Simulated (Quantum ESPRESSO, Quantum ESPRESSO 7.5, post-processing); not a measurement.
**2H-MoTe2, 1 layer: a series in the share of short-range exact exchange**

Aim: how the results for 2H-MoTe2, 1 layer change with the share of short-range exact exchange.

Method: plane-wave DFT, PBE, SG15 norm-conserving pseudopotentials (geometry by pw.x at PBE, GBRV ultrasoft), in Quantum ESPRESSO 7.5.

Report form: the programs' logs are mostly left out.

## (1) Starting point

The cell holds 3 atoms: 2 Te and 1 Mo. Its edges and angles: a = 3.550 Å, b = 3.550 Å, c = 18.774 Å, α = 90.0°, β = 90.0°, γ = 120.0°. It derives from MoTe2. Vacuum lies along c.

Set-up: Cell and atoms are relaxed under PBE (GBRV files) and held. Screened hybrids with norm-conserving files, screening 0.106 per bohr, fixed occupations, a 9×9×1 mesh with exchange on 3×3×1 q points. Levels count from the potential in the middle of the vacuum.

Members 0.15, 0.2 and 0.25 took the same steps and show in the table alone.

## (2) Relaxing cell and ions of the reference

What the set-up leaves free in this member is relaxed.

Contents of ref.relax.in:

```
&control
  prefix = 'ref.relax'
  outdir = './out'
  pseudo_dir = './pseudo'
  nstep = 80
  forc_conv_thr = 0.0004
  calculation = 'vc-relax'
  etot_conv_thr = 1e-06
/
&system
  ibrav = 0
  nat = 3
  ntyp = 2
  ecutwfc = 50
  ecutrho = 250
  occupations = 'smearing'
  smearing = 'fd'
  degauss = 0.004
/
&electrons
  conv_thr = 1e-09
  mixing_beta = 0.4
  electron_maxstep = 120
  mixing_mode = 'plain'
/
&ions
/
&cell
  cell_dofree = '2Dxy'
  press_conv_thr = 0.3
/
ATOMIC_SPECIES
  Te  127.6000  te_pbe_v1.uspp.F.UPF
  Mo  95.9500  mo_pbe_v1.uspp.F.UPF
CELL_PARAMETERS angstrom
  3.55000000000000 0.00000000000000 0.00000000000000
  -1.77500000000000 3.07439018343476 0.00000000000000
  0.00000000000000 0.00000000000000 18.77410263064833
ATOMIC_POSITIONS crystal
  Te  0.333333333300 0.666666666700 0.399486470675
  Mo  0.000000000000 0.000000000000 0.500000000000
  Te  0.333333333300 0.666666666700 0.600513529325
K_POINTS automatic
  12 12 1 0 0 0
```

On the command line:

```sh
OMP_NUM_THREADS=1 mpirun -n 4 pw.x -nk 4 -in ref.relax.in > ref.relax.out
```

Wall time 3 min (4 MPI ranks of Arm Neoverse V1, shared host); peak memory 0.8 GiB; 12 min of CPU time.

Relaxation path:

| step | energy less that of the first step (eV) | largest force (eV/Å) | volume (Å³) |
| --- | --- | --- | --- |
| 1 | 0.0000 | 0.8331 | 204.90 |
| 2 | -0.0264 | 0.6249 | 204.46 |
| 3 | -0.0460 | 0.3871 | 204.10 |
| 4 | -0.0573 | 0.0158 | 203.83 |
| 5 | -0.0579 | 0.0103 | 204.09 |
| 6 | -0.0585 | 0.0082 | 204.37 |
| 7 | -0.0593 | 0.0067 | 204.79 |
| 8 | -0.0602 | 0.0044 | 205.42 |
| 9 | -0.0609 | 0.0011 | 206.37 |
| 10 | -0.0610 | 0.0001 | 206.80 |
| 11 | -0.0610 | 0.0001 | 206.80 |
| 12 | -0.0610 | 0.0002 | 206.80 |

| cell as run | before | after | change |
| --- | --- | --- | --- |
| a (Å) | 3.550 | 3.566 | +0.5 % |
| b (Å) | 3.550 | 3.566 | +0.5 % |

The atoms that moved most (Å, along periodic axes as changes of fractional coordinates times the final cell, across vacuum about the mean position):

| atom | dx | dy | dz | length |
| --- | --- | --- | --- | --- |
| Te1 | 0.000 | 0.000 | 0.075 | 0.075 |
| Te3 | 0.000 | 0.000 | -0.075 | 0.075 |

Final coordinates:

```cif
data_structure
_symmetry_space_group_name_H-M 'P 1'
_symmetry_Int_Tables_number 1
_cell_length_a 3.5664
_cell_length_b 3.5664
_cell_length_c 18.7741
_cell_angle_alpha 90.000
_cell_angle_beta 90.000
_cell_angle_gamma 120.000
_cell_volume 206.80
loop_
_atom_site_label
_atom_site_type_symbol
_atom_site_fract_x
_atom_site_fract_y
_atom_site_fract_z
_atom_site_occupancy
Te1 Te 0.33333 0.66667 0.40350 1
Mo2 Mo 0.00000 0.00000 0.50000 1
Te3 Te 0.33333 0.66667 0.59650 1
```

 The last row is no step: it is a fresh SCF in the final cell with a new plane-wave basis, -0 meV from the row before.

This step gave:

```
free energy  : -2617.5903 eV
Fermi energy : 1.048 eV
```

## (3) SCF with pw.x, 0

The self-consistent run of this member.

Level of this step: plane-wave DFT, PBE, SG15 norm-conserving pseudopotentials (Quantum ESPRESSO 7.5).

Contents of m0.scf.in:

```
&control
  prefix = 'm0.scf'
  outdir = './out'
  pseudo_dir = './pseudo'
  calculation = 'scf'
  tprnfor = .true.
/
&system
  ibrav = 0
  nat = 3
  ntyp = 2
  ecutwfc = 60
  ecutrho = 240
  occupations = 'fixed'
  nbnd = 26
/
&electrons
  conv_thr = 1e-08
  mixing_beta = 0.6
  electron_maxstep = 120
/
ATOMIC_SPECIES
  Te  127.6000  Te_ONCV_PBE-1.2.upf
  Mo  95.9500  Mo_ONCV_PBE-1.2.upf
CELL_PARAMETERS angstrom
  3.56641350300000 0.00000000000000 0.00000000000000
  -1.78320675100000 3.08860469400000 0.00000000000000
  0.00000000000000 0.00000000000000 18.77410263100000
ATOMIC_POSITIONS crystal
  Te  0.333333333300 0.666666666700 0.403499750100
  Mo  0.000000000000 0.000000000000 0.500000000000
  Te  0.333333333300 0.666666666700 0.596500249900
K_POINTS automatic
  9 9 1 0 0 0
```

On the command line:

```sh
OMP_NUM_THREADS=1 mpirun -n 4 pw.x -nk 4 -in m0.scf.in > m0.scf.out
```

Run time: 21 s. Hardware: 4 MPI ranks; peak memory 0.48 GiB; 84 s of CPU time.

Numbers from this step:

* free energy: -6622.8640 eV
* valence top, on the run's zero: 1.667 eV
* conduction bottom, on the run's zero: 2.731 eV
* gap by band count: 1.064 eV

## (4) Potential by pp.x, 0

plot_num = 11 writes the bare and Hartree potential, from which vacuum levels or, in a crystal, the mean potential are read.

Contents of m0.pot.in:

```
&inputpp
  prefix = 'm0.scf'
  outdir = './out'
  filplot = 'm0.pot.dat'
  plot_num = 11
/
```

On the command line:

```sh
OMP_NUM_THREADS=1 mpirun -n 4 pp.x -in m0.pot.in > m0.pot.out
```

Run time: 0.75 s. Hardware: 4 MPI ranks; peak memory 0.09 GiB; 2.7 s of CPU time.

Numbers from this step:

| Property | Result |
| --- | --- |
| potential in the middle of the vacuum, over the valence top | 4.900 eV |

Electrostatic potential energy of an electron; zero at the highest filled level of the SCF mesh. Table of potential energy, planar mean by z:

z (Å), potential energy, planar mean (eV) and a bar from the least value:
```
      0.0        4.9 ##############################
      0.5        4.9 ##############################
      1.0        4.9 ##############################
      1.5        4.9 ##############################
      2.0        4.9 ##############################
      2.5        4.9 ##############################
      3.0        4.9 ##############################
      3.5        4.9 ##############################
      4.0        4.9 ##############################
      4.5        4.9 ##############################
      5.0        4.9 ##############################
      5.5        4.7 ##############################
      6.0        4.1 #############################
      6.5        1.6 ##########################
      7.0       -6.0 ################
      7.5      -16.2 ####
      8.0      -10.3 ###########
      8.5       -4.1 ###################
      9.0      -12.4 ########
      9.5      -19.1 
     10.0       -6.6 ################
     10.5       -5.5 #################
     11.0      -14.8 #####
     11.5      -12.5 ########
     12.0       -1.7 ######################
     12.5        3.2 ############################
     13.0        4.5 #############################
     13.5        4.8 ##############################
     14.0        4.9 ##############################
     14.5        4.9 ##############################
     15.0        4.9 ##############################
     15.5        4.9 ##############################
     16.0        4.9 ##############################
     16.5        4.9 ##############################
     17.0        4.9 ##############################
     17.5        4.9 ##############################
     18.0        4.9 ##############################
     18.5        4.9 ##############################
```

## (5) SCF with pw.x, 0.1

Level of this step: plane-wave DFT, screened hybrid with 0.1 exact exchange, SG15 norm-conserving pseudopotentials (Quantum ESPRESSO 7.5). input_dft overrides the functional of the files.

m1.scf.in, as its differences from the input of step 3:

```diff
@@ -1,3 +1,3 @@
 &control
-  prefix = 'm0.scf'
+  prefix = 'm1.scf'
   outdir = './out'
@@ -15,2 +15,8 @@
   nbnd = 26
+  input_dft = 'hse'
+  exx_fraction = 0.1
+  nqx1 = 3
+  nqx2 = 3
+  nqx3 = 1
+  ecutfock = 60
 /
```

On the command line:

```sh
OMP_NUM_THREADS=1 mpirun -n 4 pw.x -nk 4 -in m1.scf.in > m1.scf.out
```

Run time: 2.5 min. Hardware: 4 MPI ranks; peak memory 4.1 GiB.

Read from the output:

* free energy: -6615.2645 eV
* valence top, on the run's zero: 1.446 eV
* conduction bottom, on the run's zero: 2.734 eV
* gap by band count: 1.288 eV

## (6) Self-consistent run, 0.3

Level of this step: plane-wave DFT, screened hybrid with 0.3 exact exchange, SG15 norm-conserving pseudopotentials (Quantum ESPRESSO 7.5). input_dft overrides the functional of the files.

m5.scf.in, as its differences from the input of step 5:

```diff
@@ -1,3 +1,3 @@
 &control
-  prefix = 'm1.scf'
+  prefix = 'm5.scf'
   outdir = './out'
@@ -16,3 +16,3 @@
   input_dft = 'hse'
-  exx_fraction = 0.1
+  exx_fraction = 0.3
   nqx1 = 3
```

On the command line:

```sh
OMP_NUM_THREADS=1 mpirun -n 4 pw.x -nk 4 -in m5.scf.in > m5.scf.out
```

Elapsed: 4.7 min, on 4 MPI ranks; peak memory 4.1 GiB; 19 min of CPU time.

This step gave:

```
free energy                          : -6600.2463 eV
valence top, on the run's zero       : 0.9390 eV
conduction bottom, on the run's zero : 2.746 eV
gap by band count                    : 1.807 eV
```

## (7) Self-consistent run, 0.4

Level of this step: plane-wave DFT, screened hybrid with 0.4 exact exchange, SG15 norm-conserving pseudopotentials (Quantum ESPRESSO 7.5). input_dft overrides the functional of the files.

m6.scf.in, as its differences from the input of step 6:

```diff
@@ -1,3 +1,3 @@
 &control
-  prefix = 'm5.scf'
+  prefix = 'm6.scf'
   outdir = './out'
@@ -16,3 +16,3 @@
   input_dft = 'hse'
-  exx_fraction = 0.3
+  exx_fraction = 0.4
   nqx1 = 3
```

On the command line:

```sh
OMP_NUM_THREADS=1 mpirun -n 4 pw.x -nk 4 -in m6.scf.in > m6.scf.out
```

Elapsed: 6.7 min, on 4 MPI ranks; peak memory 4.1 GiB; 27 min of CPU time.

Read from the output:

- free energy: -6592.8306 eV
- valence top, on the run's zero: 0.6665 eV
- conduction bottom, on the run's zero: 2.766 eV
- gap by band count: 2.099 eV

## (8) The series side by side

The series in one table:

| the share of short-range exact exchange (0.25 is HSE06, 0 is PBE) | gap on the mesh (eV) | vacuum level over the valence top (eV) |
| --- | --- | --- |
| 0 | 1.064 | 4.9 |
| 0.1 | 1.288 | 5.112 |
| 0.15 | 1.407 | 5.226 |
| 0.2 | 1.532 | 5.345 |
| 0.25 | 1.665 | 5.471 |
| 0.3 | 1.807 | 5.605 |
| 0.4 | 2.099 | 5.873 |

## (9) The arithmetic

A line through all members has gap = 1.034 + 2.589 α eV and misses single members by up to 0.030 eV; a gap of 1.56 eV, 0.5 above the first member's, would need α = (1.56 − 1.034)/2.589 = 0.20.

## (10) Summary of results

```yaml
gap_at_a_share_of_0p25_hse06: 1.66 eV
gap_on_the_mesh_at_0_and_at_0p4: 1.06, 2.10 eV
vacuum_level_over_the_valence_top_at_0_and_at_0p4: 4.90, 5.87 eV
```

The series holds 7 members; gap at a share of 0.25 (HSE06): 1.66 eV. From 0 to 0.4 the gap on the mesh rises from 1.06 to 2.10 eV. From 0 to 0.4 the vacuum level over the valence top rises from 4.90 to 5.87 eV. The valence top sinks by 2.44 eV and the gap opens by 2.59 eV per unit share, so the valence top carries 94 % of the opening. Gaps are those of the mesh; no spin-orbit coupling; the q mesh was not tested; the geometry stays that of PBE.

[Logs are printed without paths, hosts, clocks, repeated set-up lines and the standing remarks that a program may print on its own settings, such as how far it seeks lower states.]

[Hosts, paths, dates, database ids (printed as entryN), source tags and the programs' standing remarks are cut or masked in the printed files.]

[Maps of the electrostatic potential energy from Ansatz leave out the sawtooth potential of an applied field or a dipole correction, so their vacuum need not be flat; planar profiles and work functions include it.]
